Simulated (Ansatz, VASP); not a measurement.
## GaP: VASP beside Ansatz

Aim: how closely do two programs agree when they are given the same cell, functional and k mesh?

Method: plane waves, with VASP 6.6.1 beside it; band structure at B3LYP with an exact-exchange share of 0.2, in Ansatz 0.2.0.

### 1. The structure

The structure is cubic, space group F-43m (No. 216). Conventional cell: a = 5.451 Å, b = 5.451 Å, c = 5.451 Å, α = 90.00°, β = 90.00°, γ = 90.00°. Ga has 4 P at 2.36 Å nearest. Nearest to P lie 4 Ga at 2.36 Å. Farther neighbours are not listed.

### 2. Ansatz: band structure, B3LYP with an exact-exchange share of 0.2

Ansatz runs on its default PAW (the set named soft_2) files.

The same path points are solved in both programs, so levels can be compared one by one.

Input file input.yaml:

```yaml
crystal:
  lattice:
    - [0.0, 2.72525, 2.72525]
    - [2.72525, 0.0, 2.72525]
    - [2.72525, 2.72525, 0.0]
  atoms:
    - { symbol: Ga, position: [0.0, 0.0, 0.0] }
    - { symbol: P, position: [0.25, 0.25, 0.25] }
hamiltonian:
  xc: b3lyp
  pseudopotentials: { kind: paw }
kpoints:
  mp_grid: { grid: [4, 4, 4] }
  band_path:
    path:
      - [0.0, 0.0, 0.0]
      - [0.4, 0.0, 0.4]
      - [0.5, 0.0, 0.5]
      - [0.5, 0.2, 0.7]
      - [0.4, 0.35, 0.75]
      - [0.15, 0.15, 0.3]
      - [0.2, 0.2, 0.2]
      - [0.55, 0.4, 0.55]
      - [0.6, 0.25, 0.65]
      - [0.5, 0.25, 0.75]
      - [0.5, 0.5, 0.5]
      - [0.375, 0.375, 0.75]
      - [0.5, 0.0, 0.5]
    npoints: 1
scf:
  occupations: { method: gaussian, width: 0.02 }
  n_extra_bands: 7
output:
  forces: true
  stress: true
  eigenvalues: true
```

Started as:

```console
$ ansatz run input.yaml --threads 4 --pin off --max-ram 9216MiB --backend cpu --events-out ev --progress --plain --runs-dir out
```

Numbers of over 12 decimals in the logs are rounded to 6 here.

The program printed:

```text
Warning: output.stress: scf.convergence.dr2_threshold = 1e-7 eV (the SCF's general default) is looser than the 2e-10 eV advised for a printed stress (1e-10 eV for each atom of the cell: 2). What an SCF threshold leaves in a stress goes as its square root, and in the free energy as the threshold itself, and one threshold admits the most on a small cell: [figures from the program's tests cut] Set scf.convergence.dr2_threshold to 2e-10 eV or tighter. The threshold is an SCF's pass mark: one that does not reach it within its budget of iterations ends unconverged, or closes short of it on a stop that the run arms, and scf.convergence.dr2_threshold's page says what that costs each kind of run
Warning: output.stress: scf.exx.energy_threshold = 1e-6 eV is looser than the 2e-8 eV advised for a stress under a hybrid functional (1e-8 eV for each atom of the cell: 2). Every SCF of the exchange loop can meet its threshold on dr2 while the loop round them stops early: no threshold on dr2 bounds what that leaves in the stress. Set scf.exx.energy_threshold to 2e-8 eV or tighter. The threshold is the loop's pass mark: a loop that does not reach it within its budget of cycles ends unconverged, and scf.exx.energy_threshold's page has the law
scf.n_extra_bands = 7 over 9 filled bands (N_el = 18.0): the run solves 16 bands
Engine: ansatz 0.2.0, aarch64-unknown-linux-gnu
Pseudopotentials: kind: paw
Pseudopotential: Ga, paw, valence charge 13, recommended cutoff 420 eV (normal), Ga.paw.azcp
Pseudopotential: P, paw, valence charge 5, recommended cutoff 420 eV (normal), P.paw.azcp
Functional definition: B3LYP
  parameter a0 = 0.2
  parameter ax = 0.72
  parameter ac = 0.81
  exchange = (1 - a0 - ax)*slater_x + ax*b88_x + a0*exact_x
  correlation = (1 - ac)*vwn_rpa_c + ac*lyp_c
Crystal: 2 atoms, lattice volume = 40.481 Å³
Basis set: ecut = 420 eV, 749 PW (Γ), exchange–correlation on 54×54×54 points (8 copies of the dense FFT grid, shifted against one another)
Bands: 16, of which v1, the nominal top of the filled ones, is band 9 counted from 1 (8 counted from 0)
Symmetry: 24 space group operations
Space group: F-43m (ITA 216), of the structure as read, at distance tolerance 3.4e-5 Å
k-points: 8 of 64 (time reversal used)
Non-local potential: Ga, projectors of the file, l = 0: 2, l = 1: 2, l = 2: 3, l = 3: 1
Non-local potential: P, projectors of the file, l = 0: 2, l = 1: 2, l = 2: 2
PAW form: soft (Blöchl's): semilocal exchange-correlation on the pseudo side does not see the compensation charge
PAW frozen core: Ga, regenerated for the run's functional, and the local potential with it (the file was generated under x = pbe(κ = 0.804, μ = 0.219515), c = pbe(β = 0.066725))
PAW frozen core: P, regenerated for the run's functional, and the local potential with it (the file was generated under x = pbe(κ = 0.804, μ = 0.219515), c = pbe(β = 0.066725))
PAW one-centre angular grid: Ga, 590 points (default); XC on 64 Gauss nodes
PAW one-centre angular grid: P, 110 points (default); XC on 64 Gauss nodes
Initial density: superposition of atomic densities (neutral atoms: chi_scale 0, normalization atom), corrected by the library's trained network
Initial wavefunctions: pseudopotential atomic-orbital guess
Functional: x = 0.1 slater + 0.9 b88, c = 0.19 vwn_rpa + 0.81 lyp, warm-up for x = 0.08 slater + 0.72 b88 + 0.2 exact, c = 0.19 vwn_rpa + 0.81 lyp
SCF iter   1: F=—  HF=-4550.759293 eV  |F-HF|=—  |Δ(HF+E_count)|=         —  Δρ=5.99e-3  dr2=2.11e-2  ethr=1.77e-3  ⟨swp⟩=10.8  Hψ=629  notcnv=0
preconditioner: auto → none  [insulator: Δε(μ)=1.690 eV  Ē_g=18.226 eV  σ=0.020 eV  W_gap=1.00  n_scr=14 (ndim 8)  ℏωp=24.8 eV  f_vac=0.011  D(μ)=0.00/eV (n_scr^D=0)]
iter 2 solved again at ethr=8.50e-6 eV; its pass at ethr=1.17e-4 eV (dr2=1.53e-3 eV) is discarded
SCF iter   2: F=—  HF=-4550.751265 eV  |F-HF|=—  |Δ(HF+E_count)|=   8.03e-3  Δρ=1.89e-3  dr2=1.53e-3  ethr=8.50e-6  ⟨swp⟩=2.8  Hψ=596  notcnv=0  defer=3
SCF iter   3: F=-4550.750659 eV  HF=-4550.750728 eV  |F-HF|=6.93e-5  |Δ(HF+E_count)|=   5.37e-4  Δρ=6.36e-4  dr2=1.01e-4  ethr=8.50e-6  ⟨swp⟩=3.1  Hψ=276  notcnv=0  defer=1
SCF 1 stopped early in 3 iterations: F = -4550.750659 eV  dr2 = 1.01e-4
  greatest PAW one-centre occupation: 0.994 electrons in one spin orbital (limit 2), on the Ga atom at site 0 (counted from 0), in its partial waves of l = 2
Initial density: handed on by an earlier stage of this run
Initial wavefunctions: those handed on with the density
Functional: x = 0.08 slater + 0.72 b88 + 0.2 exact, c = 0.19 vwn_rpa + 0.81 lyp
Frozen-core exchange: fock
SCF iter   1: F=—  HF=-4552.580294 eV  |F-HF|=—  |Δ(HF+E_count)|=         —  Δρ=9.72e-3  dr2=1.54e-2  ethr=5.61e-6  ⟨swp⟩=5.4  Hψ=557  notcnv=0
preconditioner: auto → none  [insulator: Δε(μ)=2.855 eV  Ē_g=21.151 eV  σ=0.020 eV  W_gap=1.00  n_scr=14 (ndim 8)  ℏωp=24.8 eV  f_vac=0.019  D(μ)=0.00/eV (n_scr^D=0)]
SCF iter   2: F=—  HF=-4552.573560 eV  |F-HF|=—  |Δ(HF+E_count)|=   6.73e-3  Δρ=1.99e-3  dr2=1.51e-3  ethr=5.61e-6  ⟨swp⟩=4.0  Hψ=409  notcnv=0
SCF iter   3: F=—  HF=-4552.578365 eV  |F-HF|=—  |Δ(HF+E_count)|=   4.80e-3  Δρ=2.51e-3  dr2=9.36e-4  ethr=5.01e-6  ⟨swp⟩=4.0  Hψ=370  notcnv=0
SCF iter   4: F=—  HF=-4552.578301 eV  |F-HF|=—  |Δ(HF+E_count)|=   6.35e-5  Δρ=9.62e-4  dr2=1.93e-4  ethr=4.82e-6  ⟨swp⟩=2.0  Hψ=204  notcnv=0
SCF iter   5: F=—  HF=-4552.578311 eV  |F-HF|=—  |Δ(HF+E_count)|=   9.65e-6  Δρ=6.18e-5  dr2=1.09e-5  ethr=6.84e-7  ⟨swp⟩=2.4  Hψ=205  notcnv=0
SCF iter   6: F=-4552.578417 eV  HF=-4552.578422 eV  |F-HF|=5.80e-6  |Δ(HF+E_count)|=   1.12e-4  Δρ=1.02e-4  dr2=1.77e-6  ethr=1.30e-8  ⟨swp⟩=4.1  Hψ=354  notcnv=0
SCF 2 stopped early in 6 iterations: F = -4552.578417 eV  dr2 = 1.77e-6
  greatest PAW one-centre occupation: 0.995 electrons in one spin orbital (limit 2), on the Ga atom at site 0 (counted from 0), in its partial waves of l = 2
hybrid outer 1: dexx = +5.526e-3 eV, tail = 2.41e-5 eV
Frozen-core exchange: fock
SCF iter   1: F=—  HF=-4552.578364 eV  |F-HF|=—  |Δ(HF+E_count)|=         —  Δρ=4.25e-5  dr2=8.65e-7  ethr=6.69e-7  ⟨swp⟩=4.0  Hψ=302  notcnv=0
preconditioner: auto → none  [insulator: Δε(μ)=2.896 eV  Ē_g=21.016 eV  σ=0.020 eV  W_gap=1.00  n_scr=14 (ndim 8)  ℏωp=24.8 eV  f_vac=0.019  D(μ)=0.00/eV (n_scr^D=0)]
SCF iter   2: F=—  HF=-4552.578365 eV  |F-HF|=—  |Δ(HF+E_count)|=   4.37e-7  Δρ=1.50e-5  dr2=1.11e-7  ethr=4.09e-9  ⟨swp⟩=4.0  Hψ=309  notcnv=0
SCF iter   3: F=—  HF=-4552.578365 eV  |F-HF|=—  |Δ(HF+E_count)|=   4.85e-7  Δρ=1.01e-5  dr2=3.29e-8  ethr=2.96e-10  ⟨swp⟩=4.4  Hψ=331  notcnv=0
SCF iter   4: F=-4552.578365 eV  HF=-4552.578365 eV  |F-HF|=2.47e-9  |Δ(HF+E_count)|=   4.47e-8  Δρ=1.98e-6  dr2=2.66e-9  ethr=1.58e-10  ⟨swp⟩=3.9  Hψ=279  notcnv=0
SCF 3 converged in 4 iterations: F = -4552.578365 eV  dr2 = 2.66e-9
  Residual-converged pass: ⟨swp⟩=3.0  Hψ=215  notcnv=0  max |occ|·‖R‖ = 2.4e-6 eV (tolerance 2.4e-6 eV)  dr2=2.67e-9  dr2_onsite=7.67e-9  max |Δocc| = 0.0e0
hybrid outer 2: dexx = +4.771e-7 eV, tail = 2.43e-8 eV, Δε = 5.40e-3 eV (about 2.28e-4 eV left of the loop's levels)
NSCF: frozen V_eff on 13 k-points
hybrid SCF converged: 2 outer / 10 inner (+3 warm-up), last move |dexx| = 4.77e-7 eV, tail = 2.43e-8 eV
Stability not checked: this state was not tested for a lower state beside it, because the functional holds exact exchange (a hybrid, or Hartree-Fock), whose exchange loop this test does not read (fock_operator; see scf.lower_state_search)
Free energy (F): -4552.578365 eV
Frozen-core exchange: fock
Harris-Foulkes:  -4552.578365 eV  (|F-HF|=2.47e-9)
Internal energy: -4552.578365 eV  (E = F + TS)
E sigma→0 (E₀):  -4552.578365 eV
Fermi energy:    8.121067 eV
--- Per-component energies (eV) ---
  E_band       = -91.341383
  E_kinetic    = 187.199056
  E_local      = -2204.473164  (includes V_loc(G=0)·N_el)
  E_nonlocal   = 458.051740
  E_hartree    = 1023.895440
  E_xc         = -106.668235
  E_vxc        = -95.869835  (∫ρ·V_xc dr)
  E_exx        = -50.994485  (= α·E_x^exact, valence–valence)
  E_paw        = -2547.079813  (= ΣΔE_a)
  E_vpaw       = -382.048924  (= ΣTr[D̂ρ^β])
  E_aug_tail   = -0.000117  (compensation charges beyond the density's cutoff)
  E_ewald      = -1312.644944
  E_core_change = 0.136157  (= ΣΔE_core)
  E_smearing   = -0.000000  (= −TS)
  E_closure    = 0.000000  (closes the sum)
  Σ components = -4552.578365   (vs F -4552.578365, Δ=0.00e0)
--- Forces (eV/Å), atoms counted from 1 ---
  atom   1  Ga     0.00000000    -0.00000000     0.00000000
  atom   2  P     -0.00000000     0.00000000     0.00000000
  max |Σ_I F_I| component: 9.25e-17 eV/Å
--- Stress (GPa, compression-positive) ---
        4.165918      -0.000000      -0.000000
        0.000000       4.165918       0.000000
       -0.000000       0.000000       4.165918
  P = ⅓ Tr σ = 4.1659 GPa (41.659 kbar)
--- Band table (eV; the first three rows and the last of 8) ---
  k-point 0: bands = [... 5 lower, -6.8831, 6.6730, 6.6730, 6.6730, 9.7401, 11.8824, 11.8824, 11.8824, ... 3 higher]
  k-point 1: bands = [... 5 lower, -6.0703, 2.5390, 5.9770, 5.9770, 10.0882, 12.7916, 12.7916, 14.4814, ... 3 higher]
  k-point 2: bands = [... 5 lower, -4.7156, -0.4637, 5.4753, 5.4753, 9.5760, 12.7776, 12.7776, 16.5387, ... 3 higher]
  k-point 7: bands = [... 5 lower, -3.6623, -0.3991, 2.8956, 3.0847, 12.7444, 12.9878, 14.2386, 14.2521, ... 3 higher]
```

It took 9.7 s on 4 threads of Arm Neoverse V2, shared host; peak memory 0.55 GiB.

In the SCF lines HF is the Harris–Foulkes energy and dr2 the Hartree energy of the density residual, in eV; the loop may stop once dr2 is under the threshold and the program's other checks hold. Hψ counts applications of the Hamiltonian.

[end of part 1 of 2]

[Lines on the potential files, build, host, timing and source positions are cut from VASP's logs without a mark.]

[Logs are printed without paths, hosts, clocks, repeated set-up lines and the standing remarks that a program may print on its own settings, such as how far it seeks lower states.]

[Hosts, paths, dates, database ids (printed as entryN), source tags and the programs' standing remarks are cut or masked in the printed files.]
